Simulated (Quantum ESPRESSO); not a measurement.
NaCl in Quantum ESPRESSO: the effect of functional

Crystal: NaCl.

```
CELL_PARAMETERS angstrom
0.00000 2.79406 2.79406
2.79406 0.00000 2.79406
2.79406 2.79406 0.00000
ATOMIC_POSITIONS crystal
Cl 0.50000 0.50000 0.50000
Na 0.00000 0.00000 0.00000
```

The cell is a database's computed one.

Alike in all runs:

```yaml
Program: Quantum ESPRESSO 7.5
Task: dielectric tensor
Cutoff: 612 eV
Density_cutoff: 4898 eV
k_mesh: 6 × 6 × 6, shifted
Occupations: fermi-dirac, width 0.05 eV
Spin: no spin polarisation
```

| functional | potentials or basis | pressure (GPa) | dielectric constant (mean) |
| --- | --- | --- | --- |
| LDA | GBRV 1.5 LDA | -1.8 | 2.62 |
| PBEsol | GBRV 1.5 PBEsol | 0.3 | 2.58 |
| WC | GBRV 1.5 PBE | 0.5 | 2.58 |
| BLYP | GBRV 1.5 PBE | 2.6 | 2.51 |
| AM05 | GBRV 1.5 PBE | ? | ? |

Q: What does the run with functional AM05 give?

A: Pressure 1.3 GPa; dielectric constant 2.54 mean.

Caveats: the potentials were made for another functional, which shifts forces and pressure (some runs).

Runs at the PBE level aren't shown here.
